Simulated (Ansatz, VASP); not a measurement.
## Cd in VASP and in Ansatz

Contents of INCAR:

```
SYSTEM = Cd
ALGO     = Fast           ! electronic algorithm
EDIFF    = 1E-7           ! SCF threshold, eV
ENCUT    = 520            ! plane-wave cutoff, eV
GGA      = PE             ! functional
ISIF     = 2              ! what is computed and relaxed
ISMEAR   = -1             ! smearing method
LASPH    = .True.         ! aspherical terms in the spheres
LCHARG   = .False.        ! write CHGCAR
LREAL    = .False.        ! projectors in reciprocal space
LWAVE    = .False.        ! write WAVECAR
NBANDS   = 12             ! bands
NELM     = 80             ! most SCF steps
PREC     = Accurate       ! precision mode
SIGMA    = 0.05           ! smearing width, eV
```

KPOINTS

```
k-points
0
Gamma
  10 10 11
  0 0 0
```

File POSCAR:

```
Cd
1.0
    1.6599844200      0.8599580300      2.5672863500
   -1.6429694100      0.9029788700      2.5398085500
    0.0457646500     -1.7165694500      2.5359719900
Cd
1
Direct
    0.0000000000      0.0000000000      0.0000000000
```

input.yaml

```yaml
crystal:
  lattice:
    - [1.65998442, 0.85995803, 2.56728635]
    - [-1.64296941, 0.90297887, 2.53980855]
    - [0.04576465, -1.71656945, 2.53597199]
  atoms:
    - { symbol: Cd, position: [0.0, 0.0, 0.0] }
kpoints:
  mp_grid: { grid: [10, 10, 11] }
scf:
  occupations: { method: fermi_dirac, width: 0.05 }
hamiltonian:
  xc: pbe
  pseudopotentials: { kind: all_electron, lapw: { basis_error: 0.001 } }
output:
  forces: true
  stress: true
  eigenvalues: true
  populations: true
```

Change from the starting cell: cell sheared at random, sigma 0.03, atoms nudged by 0.01 Å.

Alike in both runs: task single point; functional PBE; k mesh 10 × 10 × 11; occupations fermi-dirac, width 0.05 eV; no spin polarisation.

|  | VASP | Ansatz |
| --- | --- | --- |
| version | VASP 6.6.1 | Ansatz 0.2.0 |
| potentials or method | VASP PAW PBE potentials, release 64 (Cd) | all-electron LAPW, scalar-relativistic |
| plane-wave cutoff (eV) | 520 | see its input |

VASP gave:

```
gap on the k mesh at the Fermi level (eV)       : none
pressure (GPa)                                  : 2.7
largest component of the traceless stress (GPa) : 0.68
```

Task: What did Ansatz give for the same quantities?

Result: gap on the k mesh at the Fermi level (eV): none; pressure (GPa): 2.4; largest component of the traceless stress (GPa): 0.68.

A gap of «none» marks a metal or a gap that the smearing closes. Ansatz ran all-electron here, so the differences hold the error of VASP's frozen core and of both bases.
